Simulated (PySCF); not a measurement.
Identify the unknown among the candidates.

All candidates are C4H9N.

| technique | computed result |
| --- | --- |
| Polarisability | 59.2 au [PBE0/def2-SVPD] |
| UV, first state | lowest singlet excitation: 4.85 eV (256 nm, f = 0.000) [TDDFT PBE0/def2-SVPD] |
| 1H NMR | chemical shifts (computed TMS as zero) by class: 7.75 (1 H), 3.38 (2 H), 1.80 (3 H), 1.49 (3 H) ppm [GIAO PBE0/pcSseg-1] |
| Couplings | largest of the computed one-bond spin–spin couplings (means over like bonds): 13C–1H +179.6, 13C–1H +134.8 (×2), 13C–1H +132.8 (×3), 13C–1H +132.7 (×3), 13C–13C +42.4, 13C–13C +36.1, 15N–13C -8.1, 15N–13C +2.3 Hz [B3LYP/pcJ-1, spin–dipole term left out for some pairs] |
| Rotational structure | rotational constants A, B, C: 15.806, 2.588, 2.320 GHz [GFN2-xTB] |
| NMR, other nuclei | isotropic shieldings of nuclei other than C and H, by class: -125 (1 N) ppm [GIAO PBE0/pcSseg-1] |
| Dipole | 2.06 D [PBE0/def2-SVPD] |
| UV, strongest line | among the 6 lowest singlet transitions: S5 at 7.59 eV (163 nm, f = 0.162) [TDDFT PBE0/def2-SVPD] |
| Triplet | lowest triplet excitation (Tamm–Dancoff): 4.04 eV [TDA PBE0/def2-SVPD] |
| 13C NMR | chemical shifts (computed TMS as zero) by class: 164.5 (1 C), 46.7 (1 C), 20.5 (1 C), 19.1 (1 C) ppm [GIAO PBE0/pcSseg-1] |

The electronic properties come from PySCF, for the isolated species, density fitting. Levels stand in brackets. One conformer (not necessarily the lowest) at the GFN2-xTB geometry, without solvent, vibrations or thermal averaging. NMR classes are plain means over equivalent atoms (diastereotopic ones count apart unless rotation or inversion swaps them), as if these changed places fast.

Task: Which candidate is it?
A. `C1CCNC1`
B. `C/C=N\CC`
C. `C=CCNC`
D. `NC1CCC1`
E. `[H]/N=C\C(C)C`

Result: B. It is `C/C=N\CC`. Numbering: `[CH3:1]/[CH:2]=[N:3]\[CH2:4][CH3:5]`. Its formula, C4H9N, gives 1 degree of unsaturation: 0 rings and 1 π bond in the structure found. 4 carbons fall into 4 classes; from least to most shielded: imine carbon [C2] (164.5 ppm), sp3 carbon bound to nitrogen [C4] (46.7 ppm), methyl carbon [C5] (20.5 ppm), methyl carbon [C1] (19.1 ppm). Hydrogen classes from least to most shielded: 1 H on an imine carbon, C2 (7.75 ppm), 2 H on an sp3 carbon bound to nitrogen, C4 (3.38 ppm), 3 H on a methyl carbon, C1 (1.80 ppm, a mean of values up to 0.6 ppm apart in this geometry), 3 H on a methyl carbon, C5 (1.49 ppm, a mean of values up to 0.5 ppm apart in this geometry). The other shieldings belong to: -125 ppm, imine nitrogen [N3]. The couplings run between: +179.6 Hz, imine carbon [C2] and its hydrogen; +134.8 Hz, sp3 carbon bound to nitrogen [C4] and its hydrogen (with 1 like pair); +132.8 Hz, methyl carbon [C1] and its hydrogen (with 2 like pairs); +132.7 Hz, methyl carbon [C5] and its hydrogen (with 2 like pairs); +42.4 Hz, sp3 carbon bound to nitrogen [C4] and methyl carbon [C5]; +36.1 Hz, methyl carbon [C1] and imine carbon [C2]; -8.1 Hz, imine nitrogen [N3] and imine carbon [C2]; +2.3 Hz, imine nitrogen [N3] and sp3 carbon bound to nitrogen [C4]. The optimised geometry has point group Cs and is an asymmetric top.

The others, at the same levels:
- `C1CCNC1` fails: it has 2 carbon classes against 4; its computed 13C shifts are 52.8 (2 C), 28.0 (2 C) ppm, 1H shifts are 2.86 (4 H), 1.52 (4 H), 0.40 (1 H) ppm and rotational constant A is 6.960 GHz (against 15.806 GHz).
- `[H]/N=C\C(C)C` fails: it has 3 carbon classes against 4; its computed 13C shifts are 183.1 (1 C), 46.8 (1 C), 21.4 (2 C) ppm, 1H shifts are 10.47 (1 H), 7.55 (1 H), 1.73 (1 H), 1.06 (6 H) ppm and lowest singlet excitation is 5.21 eV (238 nm, f = 0.001) (against 4.85 eV).
- `NC1CCC1` fails: it has 3 carbon classes against 4; its computed 13C shifts are 51.0 (1 C), 35.4 (2 C), 12.8 (1 C) ppm, 1H shifts are 3.36 (1 H), 2.44 (2 H), 1.65 (1 H), 1.62 (1 H), 1.52 (2 H), 0.78 (2 H) ppm and lowest singlet excitation is 6.16 eV (201 nm, f = 0.032) (against 4.85 eV).
- `C=CCNC` fails: its computed 13C shifts are 144.9 (1 C), 122.0 (1 C), 59.9 (1 C), 37.5 (1 C) ppm, 1H shifts are 6.79 (1 H), 5.38 (1 H), 5.30 (1 H), 3.32 (2 H), 2.69 (3 H), -0.17 (1 H) ppm and rotational constant A is 13.176 GHz (against 15.806 GHz).

Each candidate is one conformer, not necessarily the lowest. The conformers computed, where there is a choice (atom-mapped SMILES and torsion angles):
- `[CH3:1]/[CH:2]=[N:3]\[CH2:4][CH3:5]`: C2–N3–C4–C5 180°
- `[H]/[N:5]=[CH:4]\[CH:2]([CH3:1])[CH3:3]`: C1–C2–C4–N5 119°
- `[NH2:1][CH:2]1[CH2:3][CH2:4][CH2:5]1`: H–N1–C2–C3 -56°, H–N1–C2–C3 -175°
- `[CH2:1]=[CH:2][CH2:3][NH:4][CH3:5]`: C1–C2–C3–N4 -113°, C2–C3–N4–C5 -69°
